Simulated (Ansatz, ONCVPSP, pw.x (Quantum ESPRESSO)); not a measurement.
**pw.x on sc Pb: one setting changed**

Potential: optimised norm-conserving Vanderbilt (ONCV), ONCVPSP 4.0.1, PBE; core [Kr] 4d10 4f14, reference 5s2 5p6 5d10 6s2 6p2; waves: 5s+6s: rc 1.40 bohr, ncon 4, nbas 7, qcut 9.2 1/bohr, 2 projectors; 5p+6p: rc 1.85 bohr, ncon 4, nbas 9, qcut 7.7 1/bohr, 2 projectors; 5d: rc 2.05 bohr, ncon 4, nbas 9, qcut 8.5 1/bohr, 2 projectors, debl 2.8 Ha; local part: polynomial inside 1.25 bohr (lpopt 2, dvloc0 1 Ha); core correction: Teter function, fcfact 1.75, rcfact 1.25.

The reference run (k-mesh 10³, cutoffs 90/360 Ry, Fermi–Dirac 0.01 Ry, mixing_beta 0.4, conv_thr 1e-9, no spin) gives -0.16 GPa at 34.553 Å³/atom, where all-electron LAPW gives -0.11 GPa. This run, with its own iteration cap, changes conv_thr to 0.0001.

```
&control
  calculation='scf', prefix='x', pseudo_dir='./', outdir='./tmp', tstress=.true., disk_io='none'
/
&system
  ibrav=0, nat=1, ntyp=1, ecutwfc=90, ecutrho=360, nbnd=20,
  occupations='smearing', smearing='fd', degauss=0.01
/
&electrons
  conv_thr=0.0001, mixing_beta=0.4, electron_maxstep=50
/
ATOMIC_SPECIES
Pb 1.0 Pb.UPF
CELL_PARAMETERS angstrom
  3.25708121 0.00000000 0.00000000
  0.00000000 3.25708121 0.00000000
  0.00000000 0.00000000 3.25708121
ATOMIC_POSITIONS crystal
Pb 0.0000 0.0000 0.0000
K_POINTS automatic
10 10 10 0 0 0
```

```bash
pw.x < Pb.scf.in > Pb.scf.out
```

Q: How does the run end?

A: It converges in 3 iterations; the free energy moves by +0.1 meV/atom and the pressure by +1.31 GPa.

```
Message from routine setup:
     using ibrav=0 with symmetry is DISCOURAGED, use correct ibrav instead
     lattice parameter (alat)  =       6.1550  a.u.
     unit-cell volume          =     233.1752 (a.u.)^3
     number of electrons       =        22.00
     number of Kohn-Sham states=           20
     kinetic-energy cutoff     =      90.0000  Ry
     charge density cutoff     =     360.0000  Ry
     scf convergence threshold =      1.0E-04
     Exchange-correlation= PBE
     number of k points=    56  Fermi-Dirac smearing, width (Ry)=  0.0100
     iteration #  1     ecut=    90.00 Ry     beta= 0.40
     total energy              =    -393.96710648 Ry
     estimated scf accuracy    <       0.00265561 Ry
     iteration #  2     ecut=    90.00 Ry     beta= 0.40
     total energy              =    -393.96737852 Ry
     estimated scf accuracy    <       0.00043024 Ry
     iteration #  3     ecut=    90.00 Ry     beta= 0.40
     the Fermi energy is    11.1045 ev
!    total energy              =    -393.96743049 Ry
     estimated scf accuracy    <       0.00007828 Ry
     smearing contrib. (-TS)   =      -0.00281461 Ry
     The total energy is F=E-TS. E is the sum of the following terms:
     one-electron contribution =    -254.85388459 Ry
     hartree contribution      =     122.82662579 Ry
     xc contribution           =     -38.82543392 Ry
     ewald contribution        =    -223.11192317 Ry
     convergence has been achieved in   3 iterations
          total   stress  (Ry/bohr**3)                   (kbar)     P=       11.53
     Message from routine punch:
     Nothing written, as per user request (disk_io='none')
```

The run took about 16 s on one core of a shared host (AMD EPYC 9R45 96-Core Processor, 96 threads, 376 GiB, load 72).
